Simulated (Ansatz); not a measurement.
BAs, DFT, LDA, all-electron PAW with datasets made for the crystal, scalar-relativistic (Ansatz 0.2.0), run on 1 thread of Arm Neoverse V2 on a shared host.

The cell comes from COD entry 9008833, which wasn't checked; take it as a given geometry. The listed cell was then made from it by scaling, straining or moving an atom.

Command: `ansatz run input.yaml --threads 1 --pin off --max-ram 3072MiB --backend cpu --events-out ev --progress --plain --runs-dir out`

```yaml
crystal:
  lattice:
    - [0.0, 2.3885, 2.460155]
    - [2.3885, 0.0, 2.460155]
    - [2.3885, 2.3885, 0.0]
  atoms:
    - { symbol: B, position: [0.0, 0.0, 0.0] }
    - { symbol: As, position: [0.75, 0.75, 0.75] }
kpoints:
  mp_grid: { grid: [15, 15, 15] }
scf:
  occupations: { method: fermi_dirac, width: 0.03 }
hamiltonian:
  xc: lda
  pseudopotentials: { kind: all_electron, datasets: crystal }
output:
  forces: true
  stress: true
  eigenvalues: true
  efg: { contact_densities: true }
```

**Question.** How large is the problem that the program sets up?

**Answer.** 288 irreducible k-points, 259 plane waves at Γ, 8 bands.

**Question.** About how long does it take, and how much memory does it use?

**Answer.** 16 s of wall time for 7 SCF iterations, with a peak of 0.53 GiB. Times on shared machines scatter by tens of per cent.

**Question.** And the same cell and mesh by frozen-core PAW, asked for forces, stress, eigenvalues, efg, write_density, write_potential, elf, on the same hardware?

**Answer.** 11 s, peak memory 0.43 GiB.
